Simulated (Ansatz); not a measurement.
# AgCl: the cost of one run

Computed with Ansatz 0.2.0, driven from Python. Level of theory: DFT PBEsol, plane waves, PAW.

## (1) Starting point

Symmetry: P2_1/m, No. 11, monoclinic system. The conventional cell has a = 3.530 Å, b = 4.011 Å, c = 5.243 Å, α = 90.00°, β = 100.69°, γ = 90.00°. Ag (site symmetry m) has 6 Cl at 2.55 to 2.80 Å as nearest neighbours. Cl (site symmetry m) is surrounded by 6 Ag at 2.55 to 2.80 Å.

The script holds or builds the structure itself.

## (2) The script

File run_kconv.py:

```python
'''Convergence of AgCl with the k-point mesh.'''

import ansatz

FUNCTIONAL = 'pbesol'
FILLING = 'fixed'


def main() -> None:
    agcl = (
        ansatz.Lattice.from_parameters(3.53, 4.011, 5.243, alpha=90.0, beta=100.69, gamma=90.0)
        .atom('Ag', (0.157, 0.25, 0.21))
        .atom('Ag', (0.843, 0.75, 0.79))
        .atom('Cl', (0.308, 0.25, 0.705))
        .atom('Cl', (0.692, 0.75, 0.295))
    )

    calc = agcl.calculation()
    calc = calc.functional(FUNCTIONAL)
    calc = calc.pseudopotentials('paw')
    calc = calc.basis(38 * ansatz.Ry).occupations(FILLING)
    calc = calc.stress()

    rows = []
    for value in [(2, 2, 2), (4, 4, 2), (4, 4, 4), (6, 6, 4), (8, 6, 6), (8, 8, 6)]:
        report = calc.kpoints(*value).run(threads=1).report
        rows.append((value, report['free_energy_ev'] / len(report['lattice']['sites']), report['n_iterations'], sum(report['stress_gpa'][i][i] for i in range(3)) / 3, report['n_kpoints']))

    print('        mesh   F/atom (eV)    iterations       P (GPa)      k-points')
    for row in rows:
        print(f'{str(row[0]):>12s}  {row[1]:12.5f}  {row[2]:12d}  {row[3]:12.3f}  {row[4]:12d}')

    # differences from the last row
    for row in rows[:-1]:
        shift = 1000 * (row[1] - rows[-1][1])
        print(f'{row[0]}: {shift:+.2f} meV/atom' + ('  (within 2 meV)' if abs(shift) < 2 else ''))


if __name__ == '__main__':
    main()
```

## (3) Launch

Command:

```bash
python run_kconv.py
```

What time and memory should one allow on 1 thread of Arm Neoverse V2, shared host?

About 43 s, with a peak of 0.58 GiB.
